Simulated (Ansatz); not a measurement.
Runs of Ansatz 0.2.0 on Rh. The structure is cubic, space group Fm-3m (No. 225). Conventional cell: a = 3.796 Å, b = 3.796 Å, c = 3.796 Å, α = 90.00°, β = 90.00°, γ = 90.00°. Rh (site symmetry m-3m) has 12 Rh at 2.68 Å as nearest neighbours. 

```tsv
task	level	potentials or basis	spin	U	cell	k mesh	cutoff (eV)	smearing	start of the occupations	double counting	hubbard projectors	scf n extra bands	scf mixing algorithm	basis error allowed	other keys	gap on the mesh (eV)	pressure (GPa)
projected density of states	PBEsol+D4+U	all-electron LAPW, non-relativistic	off	Rh d U = 6 eV	volume scaled by 0.8	12 × 12 × 12	305	tetrahedron	auto	amf	ortho-atomic	-	-	0.002 eV/atom	-	-	113.0
single point	PBE	all-electron LAPW, scalar-relativistic	off	-	as given	12 × 12 × 12	278	fermi-dirac 0.05 eV	-	-	-	-	-	0.001 eV/atom	-	none	(a)
single point	PBE	all-electron LAPW, scalar-relativistic	off	-	cell strained at random at fixed volume	12 × 12 × 12	297	fermi-dirac 0.05 eV	-	-	-	-	-	0.001 eV/atom	-	none	8.5
electrostatic potential	m-r2SCAN	all-electron PAW datasets made for the crystal	collinear, ferromagnetic start	-	cell strained at random	12 × 12 × 12	280	gaussian 0.1 eV	-	-	-	2	msr1	-	scf.n_extra_bands = 2; scf.mixing.algorithm = msr1; …	none	1.1
```

Problem. Fill in the values left out.

Solution. (a) 7.2.

Caveats: the program warned that the printed levels may be off, so bands, gaps and densities of states are rough (some runs); U is the effective U less J, on atomic orbitals that reach past the spheres (some runs); relativity is left out, which matters for the heavier elements (some runs); U without spin polarisation on a metal has little footing (some runs); pairwise dispersion overbinds metals, which lowers pressure and volume (some runs); the U is typed as a test and isn't derived for this compound (some runs); with tetrahedron occupations forces and stress needn't match the slope of the energy (some runs).

A k mesh can miss the band edges, and the runs leave out spin-orbit coupling on Rh.

A gap of «none» marks a metal or a gap under the smearing width.

The runs don't all hold the same shells in valence.
